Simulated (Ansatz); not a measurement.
**Bands of Se**

```yaml
crystal:
  lattice:
    - [5.68100, 3.27993, 1.47633]
    - [-5.68100, 3.27993, 1.47633]
    - [0.00000, -6.55985, 1.47633]
  atoms:
    - { symbol: Se, position: [0.28066, 0.16251, 0.91818] }
    - { symbol: Se, position: [0.91818, 0.28066, 0.16251] }
    - { symbol: Se, position: [0.16251, 0.91818, 0.28066] }
    - { symbol: Se, position: [0.71934, 0.83749, 0.08182] }
    - { symbol: Se, position: [0.08182, 0.71934, 0.83749] }
    - { symbol: Se, position: [0.83749, 0.08182, 0.71934] }
```

Atoms are numbered in the order listed.

The cell is COD entry 9013138, as deposited and not checked against the literature; nothing was relaxed.

Level of theory: Ansatz 0.2.0, DFT, PBEsol, all-electron LAPW, scalar-relativistic.

Numerical set-up: a Γ-centred 6×6×6 k mesh, Fermi–Dirac smearing of 0.01 eV, basis error target 1 meV/atom, no spin polarisation.

Points in fractions of the reciprocal vectors of this cell: Γ (0, 0, 0), L (0.5, 0, 0), T (0.5, -0.5, 0.5), P0 (0.2, -0.8, 0.2), P2 (0.2, 0.2, 0.2), F (0.5, -0.5, 0). The path joins them by straight lines in the order Γ–L–T–P0–P2–Γ–F; legs that retrace an earlier one aren't tabulated. Energies are in eV from the top of the valence band.

Task: Is there a gap, and where are the band edges?

Result: 1.09 eV, indirect from T (0.5, -0.5, 0.5) to the line P0 (0.2, -0.8, 0.2)–P2 (0.2, 0.2, 0.2).

Task: List the levels between -20 and 8.5 eV at the symmetry points.

Result: 
Γ: -15.81, -14.08 (×2), -11.84 (×2), -10.16, -5.66, -4.96, -4.41 (×2), -2.72 (×2), -2.16, -1.31, -0.81 (×2), -0.70 (×2), 1.71 (×2), 2.54, 2.74 (×2), 2.95, 6.09, 6.43 (×2), 6.82 (×2), 7.23, 7.54
L: -15.47, -14.31, -14.11, -11.86, -11.47, -10.37, -5.60, -5.17, -4.61, -4.33, -4.07, -3.35, -3.06, -1.51, -1.33, -0.94, -0.37 (×2), 1.65, 1.82, 2.57, 2.98, 3.10, 3.40, 6.34, 7.07, 7.78, 7.84
T: -15.31, -14.31 (×2), -11.90 (×2), -9.62, -5.36, -4.96 (×2), -4.07, -3.60 (×2), -3.38, -1.56 (×2), -1.32 (×2), 0.00, 1.38 (×2), 1.81, 3.51, 4.22 (×2), 6.83 (×2), 7.49
P0: -15.43, -14.28 (×2), -11.59 (×2), -10.42, -5.19, -4.99 (×2), -4.65, -3.61 (×2), -2.90, -1.31 (×2), -0.77 (×2), -0.52, 1.37, 2.22 (×2), 3.19, 3.24 (×2), 6.71, 7.44 (×2), 7.53, 8.37
P2: -15.43, -14.28 (×2), -11.59 (×2), -10.42, -5.19, -4.99 (×2), -4.65, -3.61 (×2), -2.90, -1.31 (×2), -0.77 (×2), -0.52, 1.37, 2.22 (×2), 3.19, 3.24 (×2), 6.71, 7.44 (×2), 7.53, 8.37
F: -15.47, -14.64, -14.21, -11.99, -11.42, -9.86, -5.43, -4.33, -4.25, -4.15, -3.89, -2.94, -2.34, -1.48, -1.45, -1.19, -0.92, -0.38, 1.41, 1.67, 2.23, 2.96, 3.36, 3.66, 5.24, 6.05, 6.65, 7.02, 7.75, 7.89, 8.11

Kohn–Sham gaps of semilocal functionals usually fall short of measured ones.
